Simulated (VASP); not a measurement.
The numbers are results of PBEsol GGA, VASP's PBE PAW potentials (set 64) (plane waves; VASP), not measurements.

The input files of a VASP run:

INCAR:
```
SYSTEM = CsI
PREC = Accurate
ENCUT = 500
EDIFF = 1E-6
NELM = 100
ALGO = Normal
LREAL = .FALSE.
LASPH = .TRUE.
ISMEAR = 0
SIGMA = 0.05
GGA = PS
LMAXMIX = 4
LWAVE = .FALSE.
LCHARG = .FALSE.
IBRION = 2
ISIF = 3
NSW = 40
EDIFFG = -0.02
PSTRESS = 100
```

File KPOINTS:
```
Automatic
0
gamma
  7 7 7
0 0 0
```

**POSCAR**
```
CsI
1
    4.0436988953     0.0000000000     0.0000000000
   -0.0000000000     4.0436988953     0.0000000000
   -0.0000000000     0.0000000000     4.0436988953
Cs I
1 1
Direct
  0.0000000000   0.0000000000   0.0000000000
  0.5000000000   0.5000000000   0.5000000000
```

POTCAR, in this order: Cs_sv I (PBE.64 set). Program: vasp_std.

Output

### OUTCAR
```
 ion  position               nearest neighbor table
   1  0.000  0.000  0.000-
   2  0.500  0.500  0.500-
  LATTYP: Found a simple cubic cell.
 ALAT       =     4.0436988953
 Subroutine PRICEL returns:
 Original cell was already a primitive cell.
 Subroutine GETGRP returns: Found 48 space group operations
The static configuration has the point symmetry O_h .
The dynamic configuration has the point symmetry O_h .
 Subroutine INISYM returns: Found 48 space group operations
 Subroutine IBZKPT returns following result:
 Found     20 irreducible k-points:

 Following reciprocal coordinates:
            Coordinates               Weight
  0.000000  0.000000  0.000000      1.000000
  0.142857  0.000000  0.000000      6.000000
  0.285714  0.000000  0.000000      6.000000
  0.428571  0.000000  0.000000      6.000000
  0.142857  0.142857  0.000000     12.000000
  0.285714  0.142857  0.000000     24.000000
  0.428571  0.142857  0.000000     24.000000
  0.285714  0.285714  0.000000     12.000000
  0.428571  0.285714  0.000000     24.000000
  0.428571  0.428571  0.000000     12.000000
  0.142857  0.142857  0.142857      8.000000
  0.285714  0.142857  0.142857     24.000000
  0.428571  0.142857  0.142857     24.000000
  0.285714  0.285714  0.142857     24.000000
  0.428571  0.285714  0.142857     48.000000
  0.428571  0.428571  0.142857     24.000000
  0.285714  0.285714  0.285714      8.000000
  0.428571  0.285714  0.285714     24.000000
  0.428571  0.428571  0.285714     24.000000
  0.428571  0.428571  0.428571      8.000000
   k-points           NKPTS =     20   k-points in BZ     NKDIM =     20   number of bands    NBANDS=     12
   number of dos      NEDOS =    301   number of ions     NIONS =      2
   total plane-waves  NPLWV =  27000
   dimension x,y,z NGX =    30 NGY =   30 NGZ =   30
   dimension x,y,z NGXF=    60 NGYF=   60 NGZF=   60
   ions per type =               1   1
   PREC   = accura    normal or accurate (medium, high low for compatibility)
   ISTART =      0    job   : 0-new  1-cont  2-samecut
   ICHARG =      2    charge: 1-file 2-atom 10-const
   ISPIN  =      1    spin polarized calculation?
   LNONCOLLINEAR =      F non collinear calculations
   LSORBIT =      F    spin-orbit coupling
   INIWAV =      1    electr: 0-lowe 1-rand  2-diag
   ENCUT  =  500.0 eV  36.75 Ry    6.06 a.u.   7.37  7.37  7.37*2*pi/ulx,y,z
   NELM   =    100;   NELMIN=  2; NELMDL= -5     # of ELM steps
   EDIFF  = 0.1E-05   stopping-criterion for ELM
   LREAL  =      F    real-space projection
   NLSPLINE    = F    spline interpolate recip. space projectors
   LMAXMIX     =    4 max onsite mixed and CHGCAR
   VOSKOWN=      0    Vosko Wilk Nusair interpolation
   EDIFFG = -.2E-01   stopping-criterion for IOM
   NSW    =     40    number of steps for IOM
   NBLOCK =      1;   KBLOCK =     40    inner block; outer block
   IBRION =      2    ionic relax: 0-MD 1-quasi-New 2-CG
   NFREE  =      1    steps in history (QN), initial steepest desc. (CG)
   ISIF   =      3    stress and relaxation
   ISYM   =      2    0-nonsym 1-usesym 2-fastsym
   TEIN   =    0.0    initial temperature
   TEBEG  =    0.0;   TEEND  =   0.0 temperature during run
   SMASS  =  -3.00    Nose mass-parameter (am)
   PSTRESS=  100.0 pullay stress
   NELECT =      16.0000    total number of electrons
   EFERMI =   0.00;   METHOD = LEGACY
   ISMEAR =     0;   SIGMA  =   0.05  broadening in eV -4-tet -1-fermi 0-gaus
   IALGO  =     38    algorithm
   LDIAG  =      T    sub-space diagonalisation (order eigenvalues)
   IMIX   =      4    mixing-type and parameters
     AMIX     =   0.40;   BMIX     =  1.00
     AMIX_MAG =   1.60;   BMIX_MAG =  1.00
...
```

OSZICAR:
```
       N       E                     dE             d eps       ncg     rms          rms(c)
DAV:   1     0.875972277601E+02    0.87597E+02   -0.66474E+03   480   0.112E+03
DAV:   2     0.403145800996E+00   -0.87194E+02   -0.82057E+02   696   0.172E+02
DAV:   3    -0.525909022291E+01   -0.56622E+01   -0.56464E+01   612   0.498E+01
DAV:   4    -0.531621975990E+01   -0.57130E-01   -0.57118E-01   556   0.633E+00
DAV:   5    -0.531689405083E+01   -0.67429E-03   -0.67421E-03   592   0.690E-01    0.234E+00
DAV:   6    -0.521973165636E+01    0.97162E-01   -0.12685E-01   544   0.214E+00    0.160E+00
DAV:   7    -0.519923779613E+01    0.20494E-01   -0.11585E-01   560   0.199E+00    0.571E-01
DAV:   8    -0.519985947236E+01   -0.62168E-03   -0.10103E-02   536   0.707E-01    0.175E-01
DAV:   9    -0.519984826656E+01    0.11206E-04   -0.29484E-04   596   0.143E-01    0.120E-01
DAV:  10    -0.519985843695E+01   -0.10170E-04   -0.35628E-04   556   0.114E-01    0.462E-02
DAV:  11    -0.519985469241E+01    0.37445E-05   -0.61076E-05   528   0.590E-02    0.749E-03
DAV:  12    -0.519985512458E+01   -0.43217E-06   -0.38665E-06   560   0.131E-02
   1 F= -.10729371E+01 E0= -.10729371E+01  d E =-.107294E+01
```

OUTCAR:
```
------------------------ aborting loop because EDIFF is reached ----------------------------------------
  FORCE on cell =-STRESS in cart. coord.  units (eV):
  Direction    XX          YY          ZZ          XY          YZ          ZX
  --------------------------------------------------------------------------------------
  Total        4.1180976      4.1180976      4.1180976      0.0000000     -0.0000000      0.0000000
  in kB       99.7862704     99.7862704     99.7862704      0.0000000     -0.0000000      0.0000000
  external PRESSURE =      -0.2137296 kB  Pullay stress =     100.0000000 kB
  volume of cell :       66.12
      direct lattice vectors                 reciprocal lattice vectors
     4.043698895  0.000000000  0.000000000     0.247298334  0.000000000  0.000000000
     0.000000000  4.043698895  0.000000000     0.000000000  0.247298334  0.000000000
     0.000000000  0.000000000  4.043698895     0.000000000  0.000000000  0.247298334
 POSITION                                       TOTAL-FORCE (eV/Angst)
 -----------------------------------------------------------------------------------
      0.00000      0.00000      0.00000         0.000000      0.000000      0.000000
      2.02185      2.02185      2.02185         0.000000      0.000000      0.000000
 -----------------------------------------------------------------------------------
    total drift:                                0.000000     -0.000000     -0.000000
  FREE ENERGIE OF THE ION-ELECTRON SYSTEM (eV)
  ---------------------------------------------------
  free  energy   TOTEN  =        -5.1998551246 eV

  energy  without entropy=       -5.1998551246  energy(sigma->0) =       -5.19985512
  enthalpy is  TOTEN    =        -1.0729370672 eV   P V=        4.1269180574

 reached required accuracy - stopping structural energy minimisation
```
(Selected blocks of OUTCAR.)

File OUTCAR:
```
 val. band max:        3.5565992856   @ k =   0.0000   0.0000   0.0000

 cond. band min:       6.5936532061   @ k =   0.0000   0.0000   0.0000


 Fermi energy:         3.7972824422

 k-point     1 :       0.0000    0.0000    0.0000
  band No.  band energies     occupation
      1     -16.8175      2.00000
      2      -7.9791      2.00000
      3      -3.4058      2.00000
      4      -3.4058      2.00000
      5      -3.4058      2.00000
      6       3.5566      2.00000
      7       3.5566      2.00000
      8       3.5566      2.00000
      9       6.5937      0.00000
     10       6.5937      0.00000
     11       8.8513      0.00000
     12      11.8602      0.00000

 k-point     2 :       0.1429    0.0000    0.0000
  band No.  band energies     occupation
      1     -16.7932      2.00000
      2      -8.0303      2.00000
      3      -3.4422      2.00000
      4      -3.3587      2.00000
      5      -3.3587      2.00000
      6       2.8473      2.00000
      7       3.4315      2.00000
      8       3.4315      2.00000
      9       6.7584      0.00000
     10       7.3385      0.00000
     11       9.5717      0.00000
     12      11.7684      0.00000

 k-point     3 :       0.2857    0.0000    0.0000
  band No.  band energies     occupation
      1     -16.7376      2.00000
      2      -8.1577      2.00000
      3      -3.4575      2.00000
      4      -3.2479      2.00000
      5      -3.2479      2.00000
      6       1.6748      2.00000
      7       3.1443      2.00000
      8       3.1443      2.00000
      9       7.2357      0.00000
     10       9.0674      0.00000
     11      10.9333      0.00000
     12      11.2893      0.00000

 k-point     4 :       0.4286    0.0000    0.0000
  band No.  band energies     occupation
      1     -16.6919      2.00000
      2      -8.2710      2.00000
      3      -3.3990      2.00000
      4      -3.1533      2.00000
      5      -3.1533      2.00000
      6       0.8915      2.00000
...
```

Unless said otherwise, spin-orbit coupling is left out, though it shifts the bands of the heavy elements here.

The compound is CsI in the CsCl type structure. It was relaxed first under an external pressure of 10 GPa.
